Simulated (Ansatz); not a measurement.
## Si₂W: a prediction, then the measurements

The calculation used Ansatz 0.2.0, DFT PBE, scalar-relativistic, plane waves, PAW.

Plane waves to 420 eV, a k mesh through Γ of 20×20×20 on the computed 3-atom cell and Gaussian smearing (0.10 eV); no spin polarisation.

Relaxed structure:

```yaml
crystal:
  lattice:
    - [-1.61452, 1.61452, 3.93343]
    - [1.61452, -1.61452, 3.93343]
    - [1.61452, 1.61452, -3.93343]
  atoms:
    - { symbol: Si, position: [0.33453, 0.33453, 0.00000] }
    - { symbol: Si, position: [0.66547, 0.66547, 0.00000] }
    - { symbol: W, position: [0.00000, 0.00000, 0.00000] }
```

| Property | Result |
| --- | --- |
| Space group | I4/mmm (No. 139) |
| Volume per atom | 92.3 bohr³ |
| Formation energy from the elements' standard states (uncorrected) | -0.339 eV/atom |
| Kohn–Sham band gap | none (metal) |
| Density of states at the Fermi level | 0.2 states/eV per cell |
| Orbital (Löwdin) character within 0.5 eV of the Fermi level | W 5d 69 %, Si 3p 21 % |
| Bader charge by site (e) | Si (2 in the cell) -0.05, W (1 in the cell) 0.10 |

Spin-orbit coupling is left out, which matters for the bands of heavy elements.

**Against measurements.**

A measured lattice constant a of Si2W is 3.212 Å (a printed reference work (data compilation, original work of 1964)); the calculated 3.229 Å exceeds it by 0.5 %. A measured lattice constant c of Si2W is 7.8299 Å (a printed reference work (other)); the calculated 7.867 Å exceeds it by 0.5 %. The calculation is for 0 K without zero-point motion.

It was relaxed from a cell as deposited in COD. Löwdin shares on free-atom orbitals overweight diffuse shells.
